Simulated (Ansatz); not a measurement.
# Ge: the cost of one run

All numbers are computed with Ansatz 0.2.0, driven from Python. Level of theory: DFT PBE, plane waves, PAW.

This is Ge in the simple cubic structure; at room conditions it is diamond.

### 1 The structure

Ge Pm-3m: Symmetry: Pm-3m, No. 221, cubic system. Conventional cell: a = 2.680 Å, b = 2.680 Å, c = 2.680 Å, α = 90.00°, β = 90.00°, γ = 90.00°. Ge (site symmetry m-3m) is surrounded by 6 Ge at 2.68 Å.

Ge Fd-3m: Symmetry: Fd-3m, No. 227, cubic system. Conventional cell: a = 5.660 Å, b = 5.660 Å, c = 5.660 Å, α = 90.00°, β = 90.00°, γ = 90.00°. Ge (site symmetry -43m) is surrounded by 4 Ge at 2.45 Å.

Ge Im-3m: The structure is cubic, space group Im-3m (No. 229). Conventional cell: a = 3.270 Å, b = 3.270 Å, c = 3.270 Å, α = 90.00°, β = 90.00°, γ = 90.00°. Ge (site symmetry m-3m) is surrounded by 8 Ge at 2.83 Å.

No structure file is read: the coordinates are typed or built in the script.

### 2 Script

The input, prototypes.py:

```python
import csv

import ansatz
import numpy as np


def sc(first, a):
    return (
        ansatz.Lattice.cubic(a)
        .space_group(221)
        .atom(first, (0, 0, 0))
    )


def diamond(first, a):
    return (
        ansatz.Lattice.fcc(a)
        .space_group(227, origin_choice=1)
        .atom(first, (0, 0, 0))
        .primitive()
    )


def bcc(A, a):
    return (
        ansatz.Lattice.bcc(a)
        .space_group(229)
        .atom(A, (0, 0, 0))
        .primitive()
    )


def ground_state(name, crystal):
    calc = (
        crystal.calculation()
        .scf(tolerance=1e-08)
        .functional(ansatz.Functional.PBE)
        .basis(470)
        .kpoints(spacing=0.33)
        .occupations("fermi_dirac", width=0.05)
        .stress()
        .band_table()
    )
    calc = calc.relax(force_tolerance=0.03, max_steps=40, cell=True)
    return calc.run(threads=1, pin="off")

def relaxed_twice(name, crystal):
    # the second pass draws mesh and plane waves anew for the relaxed cell
    first = ground_state(name, crystal)
    again = ansatz.Crystal(lattice=ansatz.Lattice.of(first.lattice.cell_ang))
    for site in first.report["lattice"]["sites"]:
        again = again.atom(site["symbol"], site["position_frac"])
    return ground_state(name, again)


def volume_per_atom(outcome):
    return abs(np.linalg.det(outcome.lattice.cell_ang)) / len(outcome.lattice.sites)


def pressure_gpa(outcome):
    return float(np.trace(outcome.report["stress_gpa"]) / 3)

phases = {}
phases["sc"] = sc("Ge", 2.68)
phases["diamond"] = diamond("Ge", 5.66)
phases["bcc"] = bcc("Ge", 3.27)

done = {name: relaxed_twice(name, crystal) for name, crystal in phases.items()}

energy = {name: o.report["energy_sigma0_ev"] / len(o.lattice.sites) for name, o in done.items()}
lowest = min(energy.values())
rows = [(name, len(o.lattice.sites), 1000 * (energy[name] - lowest), volume_per_atom(o), pressure_gpa(o)) for name, o in done.items()]
rows.sort(key=lambda row: row[2])
with open("prototypes.csv", "w", newline="") as handle:
    writer = csv.writer(handle)
    writer.writerow(["phase", "atoms", "dE (meV/atom)", "V (A^3/atom)", "P (GPa)"])
    writer.writerows([round(v, 4) if isinstance(v, float) else v for v in row] for row in rows)
print(open("prototypes.csv").read())
```

### 3 Running it

Launch:

```sh
> python prototypes.py
```

**Question.** How long does this script take on 1 thread of Arm Neoverse V2, shared host, and how much memory does it need?

About 14 s, with a peak of 0.39 GiB.
